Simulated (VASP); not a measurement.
Li, 2 atoms in the cell. Symmetry: Im-3m, No. 229, cubic system. The conventional cell has a = 3.434 Å, b = 3.434 Å, c = 3.434 Å, α = 90.00°, β = 90.00°, γ = 90.00°. Li (site symmetry m-3m) has 8 Li at 2.97 Å as nearest neighbours. The cell was built by a generator and needn't be a form met in nature.

| Property | Result |
| --- | --- |
| Program | VASP 6.6.1 |
| Task | single point |
| Functional | PBE |
| Potentials or basis | VASP PAW PBE potentials, release 64 (Li_sv) |
| Cutoff | 520 eV |
| k mesh | 20 × 20 × 20 |
| Occupations | methfessel-paxton, width 0.1 eV |
| Spin | no spin polarisation |
| Dipole correction | no |
| Further INCAR settings | ALGO = Normal; EDIFF = 1e-06; NBANDS = 10 |

Potentials or basis: VASP PAW PBE potentials, release 64 (Li_sv).

The run is started by

```bash
$ cat potpaw_PBE.64/Li_sv/POTCAR > POTCAR
$ mpirun -np 1 vasp_std > vasp.out
```

Hardware: 1 thread of AMD EPYC 7571 (shared host).

**Question.** How long does it take, and how much memory?

**Answer.** Wall time 2.1 min on 1 thread of AMD EPYC 7571, with other jobs on the host, peak memory 0.18 GiB. Counts: scf iterations 9, k points 286.
